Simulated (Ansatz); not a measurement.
# EuO: single point with PBEsol

EuO:

```xyz
2
Lattice="0.0000 2.5720 2.5720 2.5720 0.0000 2.5720 2.5720 2.5720 0.0000" Properties=species:S:1:pos:R:3 pbc="T T T"
Eu    0.0000    0.0000    0.0000
O     2.5720    2.5720    2.5720
```

```yaml
Program: Ansatz 0.2.0
Task: single point
Functional: PBEsol
Potentials_or_basis: Ansatz PAW
Cutoff: "420 eV (not typed: the program's choice for these potentials)"
k_mesh: 9 × 9 × 9
Occupations: gaussian, width 0.1 eV
Spin: collinear spin, ferromagnetic start
Starting_moments: "[7.0, 0.0] μB"
```

The pressure is -9.1 GPa. The band gap on the k mesh is none (metal or under the smearing width). The net moment is 6.97 μB per cell and the absolute moment is 7.17 μB per cell. The site moments are Eu +6.61; O -0.08 μB.

Levels at points of the mesh, in eV from the Fermi level:
Spin up:
```tsv
k point	band 12	band 13	band 14	band 15	band 16	band 17	band 18	band 19
(0.00, 0.00, 0.00)	-0.26	-0.26	0.04	0.04	0.04	1.60	1.60	1.60
```
Spin down:
| k point | band 4 | band 5 | band 6 | band 7 | band 8 | band 9 | band 10 | band 11 | band 12 | band 13 |
| --- | --- | --- | --- | --- | --- | --- | --- | --- | --- | --- |
| (0.00, 0.00, 0.00) | -17.48 | -17.48 | -3.78 | -3.78 | -3.78 | 0.56 | 2.71 | 2.71 | 2.71 | 3.54 |

Wall time 2.1 s on 2 threads of Intel(R) Xeon(R) Platinum 8375C CPU @ 2.90GHz (Ice Lake), on a shared host, peak memory 0.42 GiB.

The gap isn't set beside the measured one, since this odd mesh misses points on the zone boundary.

Caveat: the pressure holds a Pulay correction of +0.5 GPa for the finite cutoff; spin-orbit coupling is left out, which moves the levels of the heavy elements; a cell with one magnetic atom can't hold antiferromagnetic order, which such compounds often take; without U or exact exchange the open f shell lies at the Fermi level, which spoils levels, moments and volumes; the PAW data sets come from PBE, with cores solved anew for the run's functional, which leaves a small shift of forces and pressure. The state reached can hang on the start; a lower one may exist.
